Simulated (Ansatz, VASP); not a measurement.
**SiNi3 in VASP and in Ansatz**

```
CELL_PARAMETERS angstrom
3.46969 0.00000 0.00000
0.00000 3.46969 0.00000
0.00000 0.00000 3.46969
ATOMIC_POSITIONS crystal
Ni 0.50000 0.50000 0.00000
Ni 0.50000 0.00000 0.50000
Ni 0.00000 0.50000 0.50000
Si 0.00000 0.00000 0.00000
```

Alike in both runs: task single point; functional PBEsol; k mesh 8 × 8 × 8; occupations fermi-dirac, width 0.05 eV; collinear spin.

|  | VASP | Ansatz |
| --- | --- | --- |
| version | VASP 6.6.1 | Ansatz 0.2.0 |
| potentials or method | VASP PAW PBE potentials, release 64 (Ni, Si) | Ansatz PAW |
| plane-wave cutoff (eV) | 520 | 420 |
| valence electrons in the cell | 34 | 58 |

VASP gave:

* gap on the k mesh at the Fermi level (eV): none
* pressure (GPa): -1.6
* net moment per atom (μB): 0.00

Problem. Estimate Ansatz's values.

Solution. gap on the k mesh at the Fermi level (eV): none; pressure (GPa): -1.8; net moment per atom (μB): 0.00.

A gap of «none» marks a metal or a gap that the smearing closes. The two sets of potentials don't hold the same shells in valence.

Caveats: the PAW data sets were made with another functional, which shifts forces and pressure a little (VASP); the PAW data sets come from PBE, with cores solved anew for the run's functional, which leaves a small shift of forces and pressure (Ansatz); the starting moments weren't kept (Ansatz).
